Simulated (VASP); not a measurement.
# SnSe2 (P-3m1) in VASP: a series of runs

One crystal, SnSe2, is run at these levels: HSE06; tasks: single point.

Everything below comes from runs of VASP 6.6.1. Logs are shortened: lines on timing, memory, paths and dates and some standing lists are left out, and cuts for length are marked.

**1. The crystal as given**

The structure is trigonal, space group P-3m1 (No. 164). The conventional cell has a = 3.811 Å, b = 3.811 Å, c = 6.136 Å, α = 90.00°, β = 90.00°, γ = 120.00°. Sn (site symmetry -3m) is surrounded by 6 Se at 2.68 Å. Se (site symmetry 3m) has 3 Sn at 2.68 Å as nearest neighbours.

**2. Single point, HSE06**

The input, POSCAR:

```
SnSe2
1.0
    3.8110000000      0.0000000000      0.0000000000
   -1.9055000000      3.3004228138      0.0000000000
    0.0000000000      0.0000000000      6.1360000000
Sn Se
1 2
Direct
    0.0000000000      0.0000000000      0.0000000000
    0.6666666667      0.3333333333      0.7510000000
    0.3333333333      0.6666666667      0.2490000000
```

The input, INCAR.step1:

```
SYSTEM = SnSe2
  ALGO = Normal
  EDIFF = 1E-5
  ENCUT = 400
  GGA = PE
  ISIF = 2
  ISMEAR = 0
  LASPH = .TRUE.
  LCHARG = .FALSE.
  LREAL = .FALSE.
  LWAVE = .TRUE.
  NBANDS = 21
  NELM = 100
  NKRED = 1
  PREC = Accurate
  SIGMA = 0.01
```

The input, INCAR.step2:

```
SYSTEM = SnSe2
  ALGO = Normal
  EDIFF = 1E-6
  ENCUT = 400
  GGA = PE
  HFSCREEN = 0.2
  ISIF = 2
  ISMEAR = 0
  ISTART = 1
  LASPH = .TRUE.
  LCHARG = .FALSE.
  LHFCALC = .TRUE.
  LREAL = .FALSE.
  LWAVE = .FALSE.
  NBANDS = 21
  NELM = 100
  NKRED = 1
  PREC = Accurate
  PRECFOCK = Fast
  SIGMA = 0.01
```

The input, KPOINTS:

```
k-points
0
G
  4 4 3
  0 0 0
```

Potentials or basis: VASP PAW PBE potentials, release 64 (Sn_d, Se).

The run is started by

```sh
> cat potpaw_PBE.64/Sn_d/POTCAR potpaw_PBE.64/Se/POTCAR > POTCAR
> cp INCAR.step1 INCAR
> mpirun -np 1 vasp_std > vasp.out
> cp INCAR.step2 INCAR
> mpirun -np 1 vasp_std > vasp.out
```

OUTCAR:

```text
SYSTEM = SnSe2
   EDIFF = 1E-6
   ENCUT = 400
   GGA = PE
   HFSCREEN = 0.2
   ISIF = 2
   ISMEAR = 0
   ISTART = 1
   LASPH = .TRUE.
   LHFCALC = .TRUE.
   LREAL = .FALSE.
   NELM = 100
   NKRED = 1
   PREC = Accurate
   PRECFOCK = Fast

 Found      9 irreducible k-points:

 Following reciprocal coordinates:
            Coordinates               Weight
  0.000000  0.000000  0.000000      1.000000
  0.250000 -0.000000  0.000000      6.000000
  0.500000 -0.000000  0.000000      3.000000
  0.250000  0.250000  0.000000      6.000000
  0.000000  0.000000  0.333333      2.000000
  0.250000 -0.000000  0.333333      6.000000
   k-points           NKPTS =      9   k-points in BZ     NKDIM =     48   number of bands    NBANDS=     21
   number of dos      NEDOS =    301   number of ions     NIONS =      3
   total plane-waves  NPLWV =  31360
   dimension x,y,z NGX =    28 NGY =   28 NGZ =   40
   dimension x,y,z NGXF=    56 NGYF=   56 NGZF=   80
   ions per type =               1   2
   NGX,Y,Z   is equivalent  to a cutoff of  12.21, 12.21, 10.84 a.u.
   NGXF,Y,Z  is equivalent  to a cutoff of  24.43, 24.43, 21.67 a.u.
 SYSTEM =  SnSe2
   PREC   = accura    normal or accurate (medium, high low for compatibility)
   ISTART =      1    job   : 0-new  1-cont  2-samecut
   ICHARG =      0    charge: 1-file 2-atom 10-const
   ISPIN  =      1    spin polarized calculation?
   LNONCOLLINEAR =      F non collinear calculations
   LSORBIT =      F    spin-orbit coupling
   LASPH  =      T    aspherical Exc in radial PAW
   ENCUT  =  400.0 eV  29.40 Ry    5.42 a.u.   6.21  6.21 10.01*2*pi/ulx,y,z
   NELM   =    100;   NELMIN=  2; NELMDL=  0     # of ELM steps
   EDIFF  = 0.1E-05   stopping-criterion for ELM
   LREAL  =      F    real-space projection
   EDIFFG = 0.1E-04   stopping-criterion for IOM
   NSW    =      0    number of steps for IOM
   IBRION =     -1    ionic relax: 0-MD 1-quasi-New 2-CG
   NFREE  =      0    steps in history (QN), initial steepest desc. (CG)
   ISIF   =      2    stress and relaxation
   ISYM   =      3    0-nonsym 1-usesym 2-fastsym
   POTIM  = 0.5000    time-step for ionic-motion
   TEBEG  =    0.0;   TEEND  =   0.0 temperature during run
   PSTRESS=    0.0 pullay stress
   NELECT =      26.0000    total number of electrons
   NUPDOWN=      -1.0000    fix difference up-down
   EMIN   =  10.00;   EMAX   =-10.00  energy-range for DOS
   EFERMI =   0.00;   METHOD = LEGACY
   ISMEAR =     0;   SIGMA  =   0.01  broadening in eV -4-tet -1-fermi 0-gaus
   EFERMI_NEDOS =   21; number of points for ismear=-14 and -15
   IALGO  =     38    algorithm
   IMIX   =      1    mixing-type and parameters
     AMIX     =   0.40;   BMIX     =  1.00
     AMIX_MAG =   1.60;   BMIX_MAG =  1.00
  volume/ion in A,a.u.               =      25.73       173.61
  Fermi-wavevector in a.u.,A,eV,Ry     =   1.139116  2.152617 17.654722  1.297585
  Thomas-Fermi vector in A             =   2.275820
   LORBIT       =      0    0 simple, 1 ext, 2 COOP (PROOUT), +10 PAW based schemes
   GGA     = PE    functional components
   LHFCALC =     T    Hartree Fock is set to
   PRECFOCK=fast      Normal, Fast or Accurate (Low or Medium for compatibility)
   ENCUT4O =  -1.0   cutoff for four orbital integrals eV
   NKREDX  =     1    reduce k-point grid by
   NKREDY  =     1    reduce k-point grid by
   NKREDZ  =     1    reduce k-point grid by
   AEXX    =    0.2500 exact exchange contribution
   HFSCREEN=    0.2000 screening length (either q_TF or 0.3 A-1)
   HFSCREENC=   0.2000 screening length for correlation (either q_TF or 0.3 A-1)
   ENCUTFOCK=  -1.0 apply spherical cutoff to Coloumb kernel
   IVDW    =     0    specifies the selected vdW correction
   LEPSILON=     F    determine dielectric tensor
   LRPA    =     F    only Hartree local field effects (RPA)
 non-spin polarized calculation
 Gauss-broadening in eV      SIGMA  =   0.01
  energy-cutoff  :      400.00
  volume of cell :       77.18
 maximum number of plane-waves:      1418
 NGX is ok and might be reduce to    28
  NGX = 14; NGY = 14; NGZ = 24

 number of electron      26.0000016 magnetization

 Free energy of the ion-electron system (eV)
  ---------------------------------------------------
  ext. energy  EPLUGINS =         0.00000000
  ---------------------------------------------------
  free energy    TOTEN  =       -14.48398284 eV

  energy without entropy =      -14.48398284  energy(sigma->0) =      -14.48398284

 E-fermi :   3.6535     XC(G=0):  -7.8372

 val. band max:        3.5923719013   @ k =   0.0000   0.0000   0.0000
 cond. band min:       5.1064038856   @ k =   0.5000  -0.0000   0.3333
 fundamental gap:      1.5140319843
 Fermi energy:         3.6535435596

 k-point     1 :       0.0000    0.0000    0.0000
  band No.  band energies     occupation
      1     -19.7156      2.00000
      2     -19.7156      2.00000
      3     -19.6624      2.00000
      4     -19.6446      2.00000
      5     -19.6446      2.00000
      6     -11.6991      2.00000
[... 13 lines left out ...]
     20      13.5932      0.00000
     21      14.4480      0.00000

 k-point     2 :       0.2500   -0.0000    0.0000
  band No.  band energies     occupation
      1     -19.7484      2.00000
      2     -19.7044      2.00000
      3     -19.6575      2.00000
      4     -19.6417      2.00000
      5     -19.6337      2.00000
      6     -11.0350      2.00000
[... 13 lines left out ...]
     20      14.3256      0.00000
     21      14.3485      0.00000

 k-point     3 :       0.5000   -0.0000    0.0000
  band No.  band energies     occupation
      1     -19.7827      2.00000
      2     -19.7001      2.00000
      3     -19.6660      2.00000
      4     -19.6237      2.00000
      5     -19.6157      2.00000
      6      -9.8612      2.00000
[... 13 lines left out ...]
     20      15.4266      0.00000
     21      16.9802      0.00000

 k-point     4 :       0.2500    0.2500    0.0000
  band No.  band energies     occupation
      1     -19.7598      2.00000
      2     -19.7200      2.00000
      3     -19.6494      2.00000
      4     -19.6392      2.00000
      5     -19.6206      2.00000
      6      -9.9710      2.00000
[... 13 lines left out ...]
     20      14.5525      0.00000
     21      16.4764      0.00000

 k-point     5 :       0.0000    0.0000    0.3333
  band No.  band energies     occupation
      1     -19.7156      2.00000
      2     -19.7156      2.00000
      3     -19.6623      2.00000
      4     -19.6446      2.00000
      5     -19.6446      2.00000
      6     -11.5634      2.00000
[... 13 lines left out ...]
     20      13.1254      0.00000
     21      13.5577      0.00000

 k-point     6 :       0.2500   -0.0000    0.3333
  band No.  band energies     occupation
      1     -19.7485      2.00000
      2     -19.7044      2.00000
      3     -19.6575      2.00000
      4     -19.6416      2.00000
      5     -19.6338      2.00000
      6     -10.9087      2.00000
[... 13 lines left out ...]
     20      14.1769      0.00000
     21      14.7900      0.00000

 [... further k-points ...]

------------------------ aborting loop because EDIFF is reached ----------------------------------------

  FORCE on cell =-STRESS in cart. coord.  units (eV):
  Direction    XX          YY          ZZ          XY          YZ          ZX
  --------------------------------------------------------------------------------------
  -------------------------------------------------------------------------------------
  Total        1.3190272      1.3190272      1.5771897      0.0000000      0.0000000     -0.0000000
  in kB       27.3823343     27.3823343     32.7416563      0.0000000      0.0000000     -0.0000000
  external PRESSURE =      29.1687750 kB  Pullay stress =       0.0000000 kB

 VOLUME and BASIS-vectors are now :
 -----------------------------------------------------------------------------
  energy-cutoff  :      400.00
  volume of cell :       77.18
      direct lattice vectors                 reciprocal lattice vectors
     3.811000000  0.000000000  0.000000000     0.262398321  0.151495741  0.000000000
    -1.905500000  3.300422814  0.000000000     0.000000000  0.302991482  0.000000000
     0.000000000  0.000000000  6.136000000     0.000000000  0.000000000  0.162972621

 POSITION                                       TOTAL-FORCE (eV/Angst)
 -----------------------------------------------------------------------------------
      0.00000      0.00000      0.00000         0.000000      0.000000      0.000000
      1.90550      1.10014      4.60814        -0.000000      0.000000     -0.250194
     -0.00000      2.20028      1.52786         0.000000      0.000000      0.250194
 -----------------------------------------------------------------------------------
    total drift:                               -0.000001     -0.000001      0.000002

  FREE ENERGIE OF THE ION-ELECTRON SYSTEM (eV)
  ---------------------------------------------------
  free  energy   TOTEN  =       -14.4839828394 eV

  energy  without entropy=      -14.4839828394  energy(sigma->0) =      -14.48398284
```

OSZICAR.step1:

```text
N       E                     dE             d eps       ncg     rms          rms(c)
DAV:   1     0.186574013952E+03    0.18657E+03   -0.10357E+04   406   0.117E+03
DAV:   2     0.947138856544E+01   -0.17710E+03   -0.17057E+03   406   0.357E+02
DAV:   3    -0.112410918849E+02   -0.20712E+02   -0.20456E+02   461   0.104E+02
DAV:   4    -0.119117925621E+02   -0.67070E+00   -0.67016E+00   438   0.212E+01
DAV:   5    -0.119298546751E+02   -0.18062E-01   -0.18061E-01   533   0.337E+00    0.524E+00
DAV:   6    -0.116581097404E+02    0.27174E+00   -0.50682E-01   573   0.724E+00    0.338E+00
DAV:   7    -0.116358482104E+02    0.22262E-01   -0.17186E-01   459   0.253E+00    0.106E+00
DAV:   8    -0.116359872615E+02   -0.13905E-03   -0.13694E-02   494   0.112E+00    0.296E-01
DAV:   9    -0.116366032366E+02   -0.61598E-03   -0.16351E-03   441   0.290E-01    0.891E-02
DAV:  10    -0.116366139179E+02   -0.10681E-04   -0.11826E-04   462   0.711E-02    0.359E-02
DAV:  11    -0.116366520334E+02   -0.38116E-04   -0.46429E-05   428   0.362E-02    0.751E-03
DAV:  12    -0.116366526492E+02   -0.61581E-06   -0.20101E-06   294   0.101E-02
   1 F= -.11636653E+02 E0= -.11636653E+02  d E =-.938991E-67
```

Run time: 4 min. Hardware: 1 thread of Intel Xeon Platinum 8488C (Sapphire Rapids), shared host; peak memory 0.28 GiB.

These settings aren't checked as converged: the numbers below hold their error.

What came out:

| Item | Value |
| --- | --- |
| Free energy | -14.4840 eV |
| Pressure | 2.9 GPa |
| Largest force | 0.250 eV/Å |
| Band gap on the k mesh | 1.51 eV, indirect (least direct gap 1.94 eV) |

Caveat: the k mesh is coarse (spacing up to 0.48 Å⁻¹), so the values aren't converged, least of all with exact exchange; the PAW data sets were made with another functional, which shifts forces and pressure a little; spin-orbit coupling is left out, which moves the levels of the heavy elements; an odd mesh through Γ misses points on the zone boundary, where band edges often lie; this functional lacks dispersion, which binds the layers, so the pressure and a relaxed spacing across them are unreliable.

**3. Single point, HSE06**

POSCAR is that of step 2.

INCAR.step1 is that of step 2.

INCAR.step2, as its differences from that of step 2:

```diff
@@ -18,3 +18,3 @@
   PREC = Accurate
-  PRECFOCK = Fast
+  PRECFOCK = Normal
   SIGMA = 0.01
```

KPOINTS is that of step 2.

Potentials or basis: VASP PAW PBE potentials, release 64 (Sn_d, Se).

The run is started by

```sh
> cat potpaw_PBE.64/Sn_d/POTCAR potpaw_PBE.64/Se/POTCAR > POTCAR
> cp INCAR.step1 INCAR
> mpirun -np 1 vasp_std > vasp.out
> cp INCAR.step2 INCAR
> mpirun -np 1 vasp_std > vasp.out
```

Run time: 11 min. Hardware: 1 thread of Intel Xeon Platinum 8488C (Sapphire Rapids), shared host; peak memory 0.28 GiB.

These settings aren't checked as converged: the numbers below hold their error.

What came out:

- Free energy: -14.4839 eV
- Pressure: 2.9 GPa
- Largest force: 0.250 eV/Å
- Band gap on the k mesh: 1.51 eV, indirect (least direct gap 1.94 eV)

Caveat: the k mesh is coarse (spacing up to 0.48 Å⁻¹), so the values aren't converged, least of all with exact exchange; the PAW data sets were made with another functional, which shifts forces and pressure a little; spin-orbit coupling is left out, which moves the levels of the heavy elements; an odd mesh through Γ misses points on the zone boundary, where band edges often lie; this functional lacks dispersion, which binds the layers, so the pressure and a relaxed spacing across them are unreliable.

**4. Single point, HSE06**

POSCAR is that of step 3.

INCAR.step1, as its differences from that of step 3:

```diff
@@ -3,3 +3,3 @@
   EDIFF = 1E-5
-  ENCUT = 400
+  ENCUT = 460
   GGA = PE
```

INCAR.step2, as its differences from that of step 3:

```diff
@@ -3,3 +3,3 @@
   EDIFF = 1E-6
-  ENCUT = 400
+  ENCUT = 460
   GGA = PE
@@ -18,3 +18,3 @@
   PREC = Accurate
-  PRECFOCK = Normal
+  PRECFOCK = Fast
   SIGMA = 0.01
```

KPOINTS is that of step 3.

The run is started by

```sh
> cat potpaw_PBE.64/Sn_d/POTCAR potpaw_PBE.64/Se/POTCAR > POTCAR
> cp INCAR.step1 INCAR
> mpirun -np 1 vasp_std > vasp.out
> cp INCAR.step2 INCAR
> mpirun -np 1 vasp_std > vasp.out
```

Wall time 7.8 min (1 thread of Intel Xeon Platinum 8488C (Sapphire Rapids), shared host); peak memory 0.3 GiB.

The run converged, but some of its settings lie outside the range that counts as converged, so its numbers aren't taken as properties of the crystal.

What came out:

```
Free energy            : -14.4842 eV
Pressure               : 3.0 GPa
Largest force          : 0.250 eV/Å
Band gap on the k mesh : 1.51 eV, indirect (least direct gap 1.94 eV)
```

Caveat: the k mesh is coarse (spacing up to 0.48 Å⁻¹), so the values aren't converged, least of all with exact exchange; the PAW data sets were made with another functional, which shifts forces and pressure a little; spin-orbit coupling is left out, which moves the levels of the heavy elements; an odd mesh through Γ misses points on the zone boundary, where band edges often lie; this functional lacks dispersion, which binds the layers, so the pressure and a relaxed spacing across them are unreliable.

[end of part 1 of 2]
